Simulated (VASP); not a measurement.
# MgO (P6_3mc) in VASP: electric field gradients with PBE

Aim: the electric field gradients of MgO with PBE.

All numbers are computed with VASP 6.6.1; they aren't measurements. Logs are shortened: lines on timing, memory, paths and dates and some standing lists are left out, and cuts for length are marked.

## (1) The structure

The structure is hexagonal, space group P6_3mc (No. 186). Conventional cell: a = 3.315 Å, b = 3.315 Å, c = 5.122 Å, α = 90.00°, β = 90.00°, γ = 120.00°. Mg (site symmetry 3m) is surrounded by 4 O at 1.99 to 2.01 Å. Around O (site symmetry 3m) lie 4 Mg at 1.99 to 2.01 Å.

Measurements of this composition are mostly on another form, of space group No. 225.

## (2) Electric field gradients, PBE

Contents of INCAR:

```
SYSTEM = MgO
PREC     = Accurate       ! precision mode
ENCUT    = 520            ! plane-wave cutoff, eV
EDIFF    = 1E-8           ! SCF threshold, eV
ISMEAR   = -1             ! smearing method
SIGMA    = 0.08           ! smearing width, eV
LREAL    = .False.        ! projectors in reciprocal space
LASPH    = .True.         ! aspherical terms in the spheres
NELM     = 100            ! most SCF steps
ALGO     = Fast           ! electronic algorithm
ISIF     = 2              ! what is computed and relaxed
LWAVE    = .False.        ! write WAVECAR
LCHARG   = .False.        ! write CHGCAR
GGA      = PE             ! functional
LEFG     = .True.       
NBANDS   = 16             ! bands
```

Contents of KPOINTS:

```
regular mesh
0
Gamma
  15 15 8
  0 0 0
```

Contents of POSCAR:

```
MgO
1.0
    3.3145816860      0.0000000000      0.0000000000
   -1.6572908430      2.8705119429      0.0000000000
    0.0000000000      0.0000000000      5.1218850426
Mg O
2 2
Direct
    0.3333333333      0.6666666667     -0.0079272877
    0.6666666667      0.3333333333      0.4920727123
    0.3333333333      0.6666666667      0.3839272877
    0.6666666667      0.3333333333      0.8839272877
```

Potentials or basis: VASP PAW PBE potentials, release 64 (Mg, O).

Run with:

```
> cat potpaw_PBE.64/Mg/POTCAR potpaw_PBE.64/O/POTCAR > POTCAR
> mpirun -np 1 vasp_std > vasp.out
```

OUTCAR:

```text
SYSTEM = MgO
   PREC = Accurate
   ENCUT = 520
   EDIFF = 1E-8
   ISMEAR = -1
   LREAL = .False.
   LASPH = .True.
   NELM = 100
   ISIF = 2
   GGA = PE

 ion  position               nearest neighbor table
   1  0.333  0.667  0.992-   4 1.99   4 1.99   4 1.99   3 2.01   2 3.20   2 3.20   2 3.20   2 3.20
                             2 3.20   2 3.20
   2  0.667  0.333  0.492-   3 1.99   3 1.99   3 1.99   4 2.01   1 3.20   1 3.20   1 3.20   1 3.20
                             1 3.20   1 3.20
   3  0.333  0.667  0.384-   2 1.99   2 1.99   2 1.99   1 2.01
   4  0.667  0.333  0.884-   1 1.99   1 1.99   1 1.99   2 2.01

  LATTYP: Found a hexagonal cell.
 ALAT       =     3.3145816860
 C/A-ratio  =     1.5452583547

  Lattice vectors:

 A1 = (   3.3145816860,   0.0000000000,   0.0000000000)
 A2 = (  -1.6572908430,   2.8705119429,   0.0000000000)
 A3 = (   0.0000000000,   0.0000000000,   5.1218850426)

Analysis of symmetry for initial positions (statically):
=====================================================================
 Subroutine PRICEL returns:
 Original cell was already a primitive cell.

 Routine SETGRP: Setting up the symmetry group for a
 hexagonal supercell.

 Subroutine GETGRP returns: Found 12 space group operations
 (whereof  6 operations were pure point group operations)
 out of a pool of 24 trial point group operations.

The static configuration has the point symmetry C_3v.
 The point group associated with its full space group is C_6v.

Analysis of symmetry for dynamics (positions and initial velocities):
=====================================================================
 Subroutine PRICEL returns:
 Original cell was already a primitive cell.

 Routine SETGRP: Setting up the symmetry group for a
 hexagonal supercell.

 Subroutine GETGRP returns: Found 12 space group operations
 (whereof  6 operations were pure point group operations)
 out of a pool of 24 trial point group operations.

The dynamic configuration has the point symmetry C_3v.
 The point group associated with its full space group is C_6v.

 Subroutine INISYM returns: Found 12 space group operations
 (whereof  6 operations are pure point group operations),
 and found     1 'primitive' translations

----------------------------------------------------------------------------------------

                                     Primitive cell

  volume of cell :      48.7324

  direct lattice vectors                    reciprocal lattice vectors
     3.314581686  0.000000000  0.000000000     0.301697196  0.174184957  0.000000000
    -1.657290843  2.870511943  0.000000000     0.000000000  0.348369914  0.000000000
     0.000000000  0.000000000  5.121885043     0.000000000  0.000000000  0.195240618

  length of vectors
     3.314581686  3.314581686  5.121885043     0.348369914  0.348369914  0.195240618

  position of ions in fractional coordinates (direct lattice)
     0.333333333  0.666666667  0.992072712
     0.666666667  0.333333333  0.492072712
     0.333333333  0.666666667  0.383927288
     0.666666667  0.333333333  0.883927288

  ion indices of the primitive-cell ions
   primitive index   ion index
                 1           1
                 2           2
                 3           3
                 4           4

----------------------------------------------------------------------------------------

 KPOINTS: regular mesh

Automatic generation of k-mesh.
 Grid dimensions read from file:
 generate k-points for:   15   15    8

 Generating k-lattice:

  Cartesian coordinates                     Fractional coordinates (reciprocal lattice)
     0.020113146  0.011612330  0.000000000     0.066666667 -0.000000000  0.000000000
     0.000000000  0.023224661  0.000000000     0.000000000  0.066666667  0.000000000
     0.000000000  0.000000000  0.024405077     0.000000000  0.000000000  0.125000000
[... 42 lines left out ...]
   dimension x,y,z NGX =    28 NGY =   28 NGZ =   40
   dimension x,y,z NGXF=    56 NGYF=   56 NGZF=   80
   ions per type =               2   2
   NGX,Y,Z   is equivalent  to a cutoff of  14.04, 14.04, 12.98 a.u.
   NGXF,Y,Z  is equivalent  to a cutoff of  28.09, 28.09, 25.97 a.u.
 SYSTEM =  MgO
   PREC   = accura    normal or accurate (medium, high low for compatibility)
   ISTART =      0    job   : 0-new  1-cont  2-samecut
   ICHARG =      2    charge: 1-file 2-atom 10-const
   ISPIN  =      1    spin polarized calculation?
   LNONCOLLINEAR =      F non collinear calculations
   LSORBIT =      F    spin-orbit coupling
   LASPH  =      T    aspherical Exc in radial PAW
   ENCUT  =  520.0 eV  38.22 Ry    6.18 a.u.   6.16  6.16  9.52*2*pi/ulx,y,z
   NELM   =    100;   NELMIN=  2; NELMDL= -5     # of ELM steps
   EDIFF  = 0.1E-07   stopping-criterion for ELM
   LREAL  =      F    real-space projection
   EDIFFG = 0.1E-06   stopping-criterion for IOM
   NSW    =      0    number of steps for IOM
   IBRION =     -1    ionic relax: 0-MD 1-quasi-New 2-CG
   NFREE  =      0    steps in history (QN), initial steepest desc. (CG)
   ISIF   =      2    stress and relaxation
   ISYM   =      2    0-nonsym 1-usesym 2-fastsym
   POTIM  = 0.5000    time-step for ionic-motion
   TEBEG  =    0.0;   TEEND  =   0.0 temperature during run
   PSTRESS=    0.0 pullay stress
   NELECT =      16.0000    total number of electrons
   NUPDOWN=      -1.0000    fix difference up-down
   EMIN   =  10.00;   EMAX   =-10.00  energy-range for DOS
   EFERMI =   0.00;   METHOD = LEGACY
   ISMEAR =    -1;   SIGMA  =   0.08  broadening in eV -4-tet -1-fermi 0-gaus
   EFERMI_NEDOS =   21; number of points for ismear=-14 and -15
   IALGO  =     68    algorithm
   IMIX   =      4    mixing-type and parameters
     AMIX     =   0.40;   BMIX     =  1.00
     AMIX_MAG =   1.60;   BMIX_MAG =  1.00
  volume/ion in A,a.u.               =      12.18        82.22
  Fermi-wavevector in a.u.,A,eV,Ry     =   1.129385  2.134229 17.354387  1.275511
  Thomas-Fermi vector in A             =   2.266079
   LORBIT       =      0    0 simple, 1 ext, 2 COOP (PROOUT), +10 PAW based schemes
   GGA     = PE    functional components
   LHFCALC =     F    Hartree Fock is set to
   AEXX    =    0.0000 exact exchange contribution
   IVDW    =     0    specifies the selected vdW correction
   LEPSILON=     F    determine dielectric tensor
   LRPA    =     F    only Hartree local field effects (RPA)
 non-spin polarized calculation
 RMM-DIIS sequential band-by-band and
  energy-cutoff  :      520.00
  volume of cell :       48.73
 maximum number of plane-waves:      1339
 NGX is ok and might be reduce to    28
   NGX = 13   NGY = 13   NGZ = 19

 number of electron      15.9999998 magnetization

 Free energy of the ion-electron system (eV)
  ---------------------------------------------------
  ext. energy  EPLUGINS =         0.00000000
  ---------------------------------------------------
  free energy    TOTEN  =       -23.53495891 eV

  energy without entropy =      -23.53495891  energy(sigma->0) =      -23.53495891

 E-fermi :   2.5386     XC(G=0):  -9.6055

 val. band max:        0.8832548729   @ k =   0.0000   0.0000   0.0000
 cond. band min:       4.2775322785   @ k =   0.0000   0.0000   0.0000
 fundamental gap:      3.3942774056
 Fermi energy:         2.5385677298

 k-point     1 :       0.0000    0.0000    0.0000
  band No.  band energies     occupation
      1     -15.1900      2.00000
      2     -14.4704      2.00000
      3      -2.2482      2.00000
      4       0.2840      2.00000
      5       0.2840      2.00000
      6       0.5771      2.00000
[... 433 lines left out ...]
      3      -1.8368      2.00000
      4      -1.0416      2.00000
      5      -0.7220      2.00000
      6      -0.5069      2.00000
[... 8 lines left out ...]
     15      14.2429      0.00000
     16      16.6304      0.00000

 [... further k-points ...]
[... 5 lines left out ...]
  --------------------------------------------------------------------------------------
  -------------------------------------------------------------------------------------
  Total       -0.1255588     -0.1255588     -0.1221038      0.0000000      0.0000000      0.0000000
  in kB       -4.1280008     -4.1280008     -4.0144127      0.0000000      0.0000000      0.0000000
  external PRESSURE =      -4.0901381 kB  Pullay stress =       0.0000000 kB

 VOLUME and BASIS-vectors are now :
 -----------------------------------------------------------------------------
  energy-cutoff  :      520.00
  volume of cell :       48.73
      direct lattice vectors                 reciprocal lattice vectors
     3.314581686  0.000000000  0.000000000     0.301697196  0.174184957  0.000000000
    -1.657290843  2.870511943  0.000000000     0.000000000  0.348369914  0.000000000
     0.000000000  0.000000000  5.121885043     0.000000000  0.000000000  0.195240618

 POSITION                                       TOTAL-FORCE (eV/Angst)
 -----------------------------------------------------------------------------------
     -0.00000      1.91367      5.08128        -0.000000      0.000000      0.000348
      1.65729      0.95684      2.52034         0.000000     -0.000000      0.000348
     -0.00000      1.91367      1.96643         0.000000      0.000000     -0.000348
      1.65729      0.95684      4.52737        -0.000000      0.000000     -0.000348
 -----------------------------------------------------------------------------------
    total drift:                               -0.000000     -0.000000     -0.001178

  FREE ENERGIE OF THE ION-ELECTRON SYSTEM (eV)
  ---------------------------------------------------
  free  energy   TOTEN  =       -23.5349589123 eV

  energy  without entropy=      -23.5349589121  energy(sigma->0) =      -23.53495891

 Electric field gradients (V/A^2)
---------------------------------------------------------------------
 ion       V_xx      V_yy      V_zz      V_xy      V_xz      V_yz
---------------------------------------------------------------------
   1      -2.224    -2.224     4.449    -0.000     0.000    -0.000
   2      -2.224    -2.224     4.449    -0.000    -0.000     0.000
   3       0.595     0.597    -1.193     0.001    -0.000     0.000
   4       0.595     0.597    -1.193     0.001     0.000    -0.000
---------------------------------------------------------------------

 Electric field gradients after diagonalization (V/A^2)
 (convention: |V_zz| > |V_xx| > |V_yy|)
----------------------------------------------------------------------
 ion       V_xx      V_yy      V_zz     asymmetry (V_yy - V_xx)/ V_zz
----------------------------------------------------------------------
   1      -2.224    -2.224     4.449       0.000
   2      -2.224    -2.224     4.449       0.000
   3       0.598     0.595    -1.193       0.003
   4       0.598     0.595    -1.193       0.003
----------------------------------------------------------------------

           NMR quadrupolar parameters

 Cq : quadrupolar parameter    Cq=e*Q*V_zz/h
 eta: asymmetry parameters     (V_yy - V_xx)/ V_zz
 Q  : nuclear electric quadrupole moment in mb (millibarn)
----------------------------------------------------------------------
 ion       Cq(MHz)       eta       Q (mb)
----------------------------------------------------------------------
   1       0.011       0.000       1.000
   2       0.011       0.000       1.000
   3      -0.003       0.003       1.000
   4      -0.003       0.003       1.000
----------------------------------------------------------------------
```

It took 57 s on 1 thread of Intel Xeon 6975P-C (Granite Rapids), shared host; peak memory 0.24 GiB.

Results:

```yaml
Free_energy: -23.5350 eV
Pressure: -0.4 GPa
Band_gap_on_the_k_mesh: 3.39 eV, direct
```

Electric field gradients, principal values (V/Å²):
| atom | Vxx | Vyy | Vzz |
| --- | --- | --- | --- |
| 1 Mg | -2.224 | -2.224 | 4.449 |
| 2 Mg | -2.224 | -2.224 | 4.449 |
| 3 O | 0.595 | 0.598 | -1.193 |
| 4 O | 0.595 | 0.598 | -1.193 |

Caveat: an odd mesh through Γ misses points on the zone boundary, where band edges often lie.
